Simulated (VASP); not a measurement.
Cu:

```xyz
1
Lattice="-1.4342 1.4342 1.4342 1.4342 -1.4342 1.4342 1.4342 1.4342 -1.4342" Properties=species:S:1:pos:R:3 pbc="T T T"
Cu    0.0000    0.0000    0.0000
```

This isn't the form of Cu at room conditions, which is fcc.

- Program: VASP 6.6.1
- Task: relaxation of cell and atoms
- Functional: PBEsol
- Potentials or basis: VASP PAW PBE potentials, release 64 (Cu)
- Cutoff: 600 eV
- k mesh: 8 × 8 × 8
- Occupations: gaussian, width 0.1 eV
- Spin: no spin polarisation

At the start: pressure -4.9 GPa; volume 11.80 Å³/atom.

Question: Where does the relaxation end?

Answer: Over 3 steps the energy falls by 6.1 meV/atom and the volume is 11.42 Å³/atom (-3.3 %); space group Im-3m (No. 229, to 0.05 Å).

Step by step:
```csv
step,energy change (eV),largest force (eV/Å),pressure (GPa),volume (Å³)
1,0.0000,0.0000,-4.90,11.80
2,-0.0038,0.0000,3.32,11.19
3,-0.0061,0.0000,0.00,11.42
```

Final structure:
```cif
data_structure
_symmetry_space_group_name_H-M 'P 1'
_symmetry_Int_Tables_number 1
_cell_length_a 2.4569
_cell_length_b 2.4569
_cell_length_c 2.4569
_cell_angle_alpha 109.471
_cell_angle_beta 109.471
_cell_angle_gamma 109.471
_cell_volume 11.42
loop_
_atom_site_label
_atom_site_type_symbol
_atom_site_fract_x
_atom_site_fract_y
_atom_site_fract_z
_atom_site_occupancy
Cu1 Cu 0.00000 0.00000 0.00000 1
```

Caveat: the k mesh is coarse (spacing up to 0.39 Å⁻¹), so the values aren't converged; the PAW data sets were made with another functional, which shifts forces and pressure a little.
